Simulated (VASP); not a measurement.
A run of VASP 6.6.1:

The input INCAR:

```
PREC     = Accurate       # precision mode
ENCUT    = 520            # plane-wave cutoff, eV
EDIFF    = 1E-6           # SCF threshold, eV
ISMEAR   = -1             # smearing method
SIGMA    = 0.03           # smearing width, eV
LREAL    = F              # projectors in reciprocal space
LASPH    = T              # aspherical terms in the spheres
NELM     = 100            # most SCF steps
ALGO     = Normal         # electronic algorithm
ISIF     = 2              # what is computed and relaxed
LWAVE    = F              # write WAVECAR
LCHARG   = F              # write CHGCAR
GGA      = PE             # functional
NBANDS   = 17             # bands
```

KPOINTS

```
Automatic mesh
0
Gamma
  9 9 5
```

File POSCAR:

```
Sr
1.0
    4.2886105094      0.0000000000      0.0000000000
   -2.1443052547      3.7140456480      0.0000000000
    0.0000000000      0.0000000000      7.1205000000
Sr
2
Direct
    0.3333333333      0.6666666667      0.2500000000
    0.6666666667      0.3333333333      0.7500000000
```

Potentials or basis: VASP PAW PBE potentials, release 64 (Sr_sv).

The run is started by

```sh
$ cat potpaw_PBE.64/Sr_sv/POTCAR > POTCAR
$ mpirun -np 1 vasp_std > vasp.out
```

Hardware: 1 thread of Intel(R) Xeon(R) 6975P-C (Granite Rapids) (shared host).

Question: How long does it take, and how much memory?

Answer: Run time: 25 s on 1 thread of Intel(R) Xeon(R) 6975P-C (Granite Rapids), on a shared host, peak memory 0.24 GiB. Counts: scf iterations 12, k points 36.
